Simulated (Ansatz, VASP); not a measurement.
## One calculation of BP, two programs

```
B P
1.0
     0.00000    2.27415    2.27415
     2.27415    0.00000    2.27415
     2.27415    2.27415    0.00000
B P
1 1
Direct
  0.00000 0.00000 0.00000
  0.25000 0.25000 0.25000
```

Alike in both runs: functional PBE; k mesh 10 × 10 × 10; occupations gaussian, width 0.02 eV; no spin polarisation.

Ansatz relaxed the structure, and its values are those at the end. VASP's run is a single point on that final structure, the one shown.

```csv
,VASP,Ansatz
version,VASP 6.6.1,Ansatz 0.2.0
potentials or method,"VASP PAW PBE potentials, release 64 (B, P)","scalar-relativistic, plane waves, PAW"
plane-wave cutoff (eV),520,420
valence electrons in the cell,8,8
```

```csv
,VASP,Ansatz,Ansatz less VASP
gap on the k mesh at the Fermi level (eV),1.25,1.25,+0.004
least direct gap on the mesh (eV),3.39,3.39,+0.003
pressure (GPa),-0.2,0.0,+0.23
```

With one functional, cell and mesh, what is left measures potentials, basis and numerics.

A k mesh can miss the band edges. Expect the measured gap to be larger: semilocal functionals such as PBE lack the derivative discontinuity.
